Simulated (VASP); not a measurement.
# BaS (Fm-3m) in VASP: density of states with PBE

Aim: the density of states of BaS with PBE.

All numbers are computed with VASP 6.6.1; they aren't measurements. Logs are shortened: lines on timing, memory, paths and dates and some standing lists are left out, and cuts for length are marked.

## 1. Starting point

The structure is cubic, space group Fm-3m (No. 225). Conventional cell: a = 6.429 Å, b = 6.429 Å, c = 6.429 Å, α = 90.00°, β = 90.00°, γ = 90.00°. Around Ba (site symmetry m-3m) lie 6 S at 3.21 Å. Around S (site symmetry m-3m) lie 6 Ba at 3.21 Å.

## 2. Density of states, PBE

File POSCAR:

```
BaS
1.0
    0.0000000000      3.2143926808      3.2143926808
    3.2143926808      0.0000000000      3.2143926808
    3.2143926808      3.2143926808      0.0000000000
Ba S
1 1
Direct
    0.0000000000      0.0000000000      0.0000000000
    0.5000000000      0.5000000000      0.5000000000
```

File INCAR.step1:

```
PREC = Accurate
ENCUT = 520
EDIFF = 1E-7
ISMEAR = 0
SIGMA = 0.02
LREAL = F
LASPH = T
NELM = 100
ALGO = Fast
ISIF = 2
LWAVE = F
LCHARG = T
GGA = PE
NBANDS = 15
```

File KPOINTS.step1:

```
Automatic mesh
0
Gamma
  8 8 8
```

File INCAR.step2:

```
PREC = Accurate
ENCUT = 520
EDIFF = 1E-7
ISMEAR = -5
SIGMA = 0.02
LREAL = F
LASPH = T
NELM = 100
ALGO = Fast
ISIF = 2
LWAVE = F
LCHARG = F
GGA = PE
LORBIT = 11
NEDOS = 1001
ICHARG = 11
```

File KPOINTS.step2:

```
Automatic mesh
0
Gamma
  12 12 12
```

Potentials or basis: VASP PAW PBE potentials, release 64 (Ba_sv, S).

Launch:

```console
$ cat potpaw_PBE.64/Ba_sv/POTCAR potpaw_PBE.64/S/POTCAR > POTCAR
$ cp INCAR.step1 INCAR
$ cp KPOINTS.step1 KPOINTS
$ mpirun -np 1 vasp_std > vasp.out
$ cp INCAR.step2 INCAR
$ cp KPOINTS.step2 KPOINTS
$ mpirun -np 1 vasp_std > vasp.out
```

OUTCAR:

```text
PREC = Accurate
   ENCUT = 520
   EDIFF = 1E-7
   ISMEAR = -5
   LREAL = F
   LASPH = T
   NELM = 100
   ISIF = 2
   GGA = PE
   LORBIT = 11
   ICHARG = 11

 ion  position               nearest neighbor table
   1  0.000  0.000  0.000-   2 3.21   2 3.21   2 3.21   2 3.21   2 3.21   2 3.21
   2  0.500  0.500  0.500-   1 3.21   1 3.21   1 3.21   1 3.21   1 3.21   1 3.21

  LATTYP: Found a face centered cubic cell.
 ALAT       =     6.4287853616

  Lattice vectors:

 A1 = (   0.0000000000,   3.2143926808,   3.2143926808)
 A2 = (   3.2143926808,   0.0000000000,   3.2143926808)
 A3 = (   3.2143926808,   3.2143926808,   0.0000000000)

Analysis of symmetry for initial positions (statically):
=====================================================================
 Subroutine PRICEL returns:
 Original cell was already a primitive cell.

 Routine SETGRP: Setting up the symmetry group for a
 face centered cubic supercell.

 Subroutine GETGRP returns: Found 48 space group operations
 (whereof 48 operations were pure point group operations)
 out of a pool of 48 trial point group operations.

The static configuration has the point symmetry O_h .

Analysis of symmetry for dynamics (positions and initial velocities):
=====================================================================
 Subroutine PRICEL returns:
 Original cell was already a primitive cell.

 Routine SETGRP: Setting up the symmetry group for a
 face centered cubic supercell.

 Subroutine GETGRP returns: Found 48 space group operations
 (whereof 48 operations were pure point group operations)
 out of a pool of 48 trial point group operations.

The dynamic configuration has the point symmetry O_h .

 Subroutine INISYM returns: Found 48 space group operations
 (whereof 48 operations are pure point group operations),
 and found     1 'primitive' translations

----------------------------------------------------------------------------------------

                                     Primitive cell

  volume of cell :      66.4243

  direct lattice vectors                    reciprocal lattice vectors
     0.000000000  3.214392681  3.214392681    -0.155550379  0.155550379  0.155550379
     3.214392681  0.000000000  3.214392681     0.155550379 -0.155550379  0.155550379
     3.214392681  3.214392681  0.000000000     0.155550379  0.155550379 -0.155550379

  length of vectors
     4.545837724  4.545837724  4.545837724     0.269421160  0.269421160  0.269421160

[... 101 lines left out ...]
     AMIX     =   0.40;   BMIX     =  1.00
     AMIX_MAG =   1.60;   BMIX_MAG =  1.00
  volume/ion in A,a.u.               =      33.21       224.13
  Fermi-wavevector in a.u.,A,eV,Ry     =   1.018605  1.924885 14.116814  1.037557
  Thomas-Fermi vector in A             =   2.152072
   LORBIT       =     11    0 simple, 1 ext, 2 COOP (PROOUT), +10 PAW based schemes
   GGA     = PE    functional components
   LHFCALC =     F    Hartree Fock is set to
   AEXX    =    0.0000 exact exchange contribution
   IVDW    =     0    specifies the selected vdW correction
   LEPSILON=     F    determine dielectric tensor
   LRPA    =     F    only Hartree local field effects (RPA)
 non-spin polarized calculation
 RMM-DIIS sequential band-by-band and
 Fermi weights with tetrahedron method with Bloechl corrections
  energy-cutoff  :      520.00
  volume of cell :       66.42
 maximum number of plane-waves:      1820
 NGX is ok and might be reduce to    36

 number of electron      16.0000002 magnetization

 Free energy of the ion-electron system (eV)
  ---------------------------------------------------
  ext. energy  EPLUGINS =         0.00000000
  ---------------------------------------------------
  free energy    TOTEN  =       -10.19271331 eV

  energy without entropy =      -10.19271331  energy(sigma->0) =      -10.19271331

 E-fermi :   1.3731     XC(G=0):  -8.5458

 val. band max:        1.3545410151   @ k =   0.0000   0.0000   0.0000
 cond. band min:       3.4934764478   @ k =   0.5000   0.5000   0.0000
 fundamental gap:      2.1389354327
 Fermi energy:         1.3730686304

 k-point     1 :       0.0000    0.0000    0.0000
  band No.  band energies     occupation
      1     -24.7816      2.00000
      2      -9.8392      2.00000
      3      -9.8392      2.00000
      4      -9.8392      2.00000
      5      -8.9763      2.00000
      6       1.3545      2.00000
      7       1.3545      2.00000
      8       1.3545      2.00000
      9       4.8604      0.00000
     10       5.2200      0.00000
     11       5.2200      0.00000
     12       5.2200      0.00000
[... 331 lines left out ...]
 k-point    24 :      -0.4167    0.1667    0.0000
  band No.  band energies     occupation
      1     -24.7374      2.00000
      2     -10.7709      2.00000
      3      -9.9816      2.00000
      4      -9.8965      2.00000
      5      -7.9983      2.00000
      6      -0.2657      2.00000
      7       0.3911      2.00000
      8       0.5310      2.00000
      9       6.2548      0.00000
     10       6.5339      0.00000
     11       7.4236      0.00000
     12       8.1395      0.00000

 [... further k-points ...]

------------------------ aborting loop because EDIFF is reached ----------------------------------------

  FORCE on cell =-STRESS in cart. coord.  units (eV):
  Direction    XX          YY          ZZ          XY          YZ          ZX
  --------------------------------------------------------------------------------------
  -------------------------------------------------------------------------------------
  Total        0.2241764      0.2241764      0.2241764      0.0000000      0.0000000     -0.0000000
  in kB        5.4072157      5.4072157      5.4072157      0.0000000      0.0000000     -0.0000000
  external PRESSURE =       5.4072157 kB  Pullay stress =       0.0000000 kB

 VOLUME and BASIS-vectors are now :
 -----------------------------------------------------------------------------
  energy-cutoff  :      520.00
  volume of cell :       66.42
      direct lattice vectors                 reciprocal lattice vectors
     0.000000000  3.214392681  3.214392681    -0.155550379  0.155550379  0.155550379
     3.214392681  0.000000000  3.214392681     0.155550379 -0.155550379  0.155550379
     3.214392681  3.214392681  0.000000000     0.155550379  0.155550379 -0.155550379

 POSITION                                       TOTAL-FORCE (eV/Angst)
 -----------------------------------------------------------------------------------
      0.00000      0.00000      0.00000        -0.000000      0.000000      0.000000
      3.21439      3.21439      3.21439         0.000000     -0.000000     -0.000000
 -----------------------------------------------------------------------------------
    total drift:                                0.000000      0.000000      0.000000

  FREE ENERGIE OF THE ION-ELECTRON SYSTEM (eV)
  ---------------------------------------------------
  free  energy   TOTEN  =       -10.1927133087 eV

  energy  without entropy=      -10.1927133087  energy(sigma->0) =      -10.19271331

 total charge

# of ion       s       p       d       tot
------------------------------------------
    1        2.010   5.618   0.268   7.896
    2        1.321   2.424   0.000   3.744
--------------------------------------------------
tot          3.330   8.042   0.268  11.640
```

Wall time 39 s (1 thread of Intel Xeon 6975P-C (Granite Rapids), shared host); peak memory 0.22 GiB.

What came out:

```yaml
Valence_electrons_inside_the_program's_atomic_spheres: Ba 7.90; S 3.74
```

States per cell in windows of 0.5 eV (zero at the valence-band top; states under -8 eV left out):
| from (eV) | total | Ba1_d | S2_p | Ba1_p | S2_s | Ba1_s | S2_d |
| --- | --- | --- | --- | --- | --- | --- | --- |
| -8.0 | 0.00 | 0.00 | 0.00 | 0.00 | 0.00 | 0.00 | 0.00 |
| -7.5 | 0.00 | 0.00 | 0.00 | 0.00 | 0.00 | 0.00 | 0.00 |
| -7.0 | 0.00 | 0.00 | 0.00 | 0.00 | 0.00 | 0.00 | 0.00 |
| -6.5 | 0.00 | 0.00 | 0.00 | 0.00 | 0.00 | 0.00 | 0.00 |
| -6.0 | 0.00 | 0.00 | 0.00 | 0.00 | 0.00 | 0.00 | 0.00 |
| -5.5 | 0.00 | 0.00 | 0.00 | 0.00 | 0.00 | 0.00 | 0.00 |
| -5.0 | 0.00 | 0.00 | 0.00 | 0.00 | 0.00 | 0.00 | 0.00 |
| -4.5 | 0.00 | 0.00 | 0.00 | 0.00 | 0.00 | 0.00 | 0.00 |
| -4.0 | 0.00 | 0.00 | 0.00 | 0.00 | 0.00 | 0.00 | 0.00 |
| -3.5 | 0.00 | 0.00 | 0.00 | 0.00 | 0.00 | 0.00 | 0.00 |
| -3.0 | 0.00 | 0.00 | 0.00 | 0.00 | 0.00 | 0.00 | 0.00 |
| -2.5 | 0.00 | 0.00 | 0.00 | 0.00 | 0.00 | 0.00 | 0.00 |
| -2.0 | 0.33 | 0.01 | 0.11 | 0.00 | 0.00 | 0.01 | 0.00 |
| -1.5 | 1.34 | 0.05 | 0.49 | 0.02 | 0.00 | 0.03 | 0.00 |
| -1.0 | 3.05 | 0.16 | 1.25 | 0.09 | 0.00 | 0.01 | 0.00 |
| -0.5 | 1.26 | 0.03 | 0.56 | 0.04 | 0.00 | 0.00 | 0.00 |
| 0.0 | 0.00 | 0.00 | 0.00 | 0.00 | 0.00 | 0.00 | 0.00 |
| 0.5 | 0.00 | 0.00 | 0.00 | 0.00 | 0.00 | 0.00 | 0.00 |
| 1.0 | 0.00 | 0.00 | 0.00 | 0.00 | 0.00 | 0.00 | 0.00 |
| 1.5 | 0.00 | 0.00 | 0.00 | 0.00 | 0.00 | 0.00 | 0.00 |
| 2.0 | 0.06 | 0.02 | 0.00 | 0.00 | 0.00 | 0.00 | 0.00 |
| 2.5 | 0.22 | 0.07 | 0.01 | 0.00 | 0.00 | 0.00 | 0.00 |
| 3.0 | 0.38 | 0.12 | 0.01 | 0.00 | 0.00 | 0.00 | 0.00 |
| 3.5 | 0.59 | 0.18 | 0.03 | 0.00 | 0.00 | 0.00 | 0.00 |
| 4.0 | 0.75 | 0.23 | 0.04 | 0.01 | 0.01 | 0.01 | 0.00 |
| 4.5 | 0.82 | 0.26 | 0.04 | 0.01 | 0.02 | 0.02 | 0.00 |
| 5.0 | 1.17 | 0.40 | 0.07 | 0.01 | 0.03 | 0.02 | 0.00 |
| 5.5 | 1.30 | 0.50 | 0.08 | 0.01 | 0.03 | 0.02 | 0.00 |
| 6.0 | 1.64 | 0.81 | 0.06 | 0.01 | 0.04 | 0.02 | 0.00 |
| 6.5 | 1.01 | 0.53 | 0.03 | 0.01 | 0.02 | 0.01 | 0.00 |
| 7.0 | 0.08 | 0.05 | 0.00 | 0.00 | 0.00 | 0.00 | 0.00 |
| 7.5 | 0.00 | 0.00 | 0.00 | 0.00 | 0.00 | 0.00 | 0.00 |

Spin-orbit coupling is left out, which matters for the levels of Ba.
